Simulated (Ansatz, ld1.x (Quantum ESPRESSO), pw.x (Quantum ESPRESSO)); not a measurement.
# pw.x on bcc Mg: one setting changed

Potential: PAW, ld1.x (Quantum ESPRESSO) 7.5, PBE; core [Ne], reference 3s2 3p0; waves: 3s (bound): rcut 1.90, rcutus 2.35 bohr; 3s channel at 4.4 Ry: rcut 1.90, rcutus 2.35 bohr; 3p (bound, empty): rcut 3.20, rcutus 3.55 bohr; 3p channel at 1.4 Ry: rcut 3.20, rcutus 3.55 bohr; 3d channel at -0.1 Ry: rcut 2.45, rcutus 2.65 bohr; local part: all-electron potential smoothed inside 3.15 bohr (lloc = -1); core correction: Bessel-smoothed model core, default radius (core density twice the valence density); augmentation: PSQ, inside the norm-conserving radii.

The reference run (k-mesh 13³, cutoffs 40/320 Ry, Fermi–Dirac 0.01 Ry, mixing_beta 0.4, conv_thr 1e-9, no spin) gives 0.20 GPa at 22.870 Å³/atom, where all-electron LAPW gives 0.19 GPa. This run, with its own iteration cap, changes smearing to mp.

```
&control
  calculation='scf', prefix='x', pseudo_dir='./', outdir='./tmp', tstress=.true., disk_io='none'
/
&system
  ibrav=0, nat=1, ntyp=1, ecutwfc=40, ecutrho=320, nbnd=8,
  occupations='smearing', smearing='mp', degauss=0.01
/
&electrons
  conv_thr=1e-09, mixing_beta=0.4, electron_maxstep=50
/
ATOMIC_SPECIES
Mg 1.0 Mg.UPF
CELL_PARAMETERS angstrom
  -1.78814222 1.78814222 1.78814222
  1.78814222 -1.78814222 1.78814222
  1.78814222 1.78814222 -1.78814222
ATOMIC_POSITIONS crystal
Mg 0.0000 0.0000 0.0000
K_POINTS automatic
13 13 13 0 0 0
```

```bash
pw.x < Mg.scf.in > Mg.scf.out
```

Q: How does the run end?

A: It converges in 7 iterations; the free energy moves by +16.7 meV/atom and the pressure by +0.02 GPa. This scheme is built to cancel the term in the square of the width that Fermi–Dirac smearing leaves in the F of a metal.

```
Message from routine setup:
     using ibrav=0 with symmetry is DISCOURAGED, use correct ibrav instead
     lattice parameter (alat)  =       5.8528  a.u.
     unit-cell volume          =     154.3344 (a.u.)^3
     number of electrons       =         2.00
     number of Kohn-Sham states=            8
     kinetic-energy cutoff     =      40.0000  Ry
     charge density cutoff     =     320.0000  Ry
     scf convergence threshold =      1.0E-09
     Exchange-correlation= SLA  PW   PBX  PBC
     number of k points=    84  Methfessel-Paxton smearing, width (Ry)=  0.0100
     iteration #  1     ecut=    40.00 Ry     beta= 0.40
     total energy              =     -33.61488710 Ry
     estimated scf accuracy    <       0.00270649 Ry
     iteration #  2     ecut=    40.00 Ry     beta= 0.40
     total energy              =     -33.61562558 Ry
     estimated scf accuracy    <       0.00096732 Ry
     iteration #  3     ecut=    40.00 Ry     beta= 0.40
     total energy              =     -33.61565816 Ry
     estimated scf accuracy    <       0.00000033 Ry
     iteration #  4     ecut=    40.00 Ry     beta= 0.40
     total energy              =     -33.61566406 Ry
     estimated scf accuracy    <       0.00000059 Ry
     iteration #  5     ecut=    40.00 Ry     beta= 0.40
     total energy              =     -33.61566415 Ry
     estimated scf accuracy    <       0.00000005 Ry
     iteration #  6     ecut=    40.00 Ry     beta= 0.40
     total energy              =     -33.61566410 Ry
     estimated scf accuracy    <       0.00000016 Ry
     iteration #  7     ecut=    40.00 Ry     beta= 0.40
     the Fermi energy is     3.6459 ev
!    total energy              =     -33.61566410 Ry
     estimated scf accuracy    <          3.2E-10 Ry
     smearing contrib. (-TS)   =      -0.00001943 Ry
     The total energy is F=E-TS. E is the sum of the following terms:
     one-electron contribution =       1.43637513 Ry
     hartree contribution      =       0.00139627 Ry
     xc contribution           =      -4.54632966 Ry
     ewald contribution        =      -2.15396671 Ry
     one-center paw contrib.   =     -28.35311970 Ry
     convergence has been achieved in   7 iterations
          total   stress  (Ry/bohr**3)                   (kbar)     P=        2.24
     Message from routine punch:
     Nothing written, as per user request (disk_io='none')
```

The run took about 5.7 s on one core of a shared host (Neoverse-V2, 96 threads, 742 GiB, load 29).
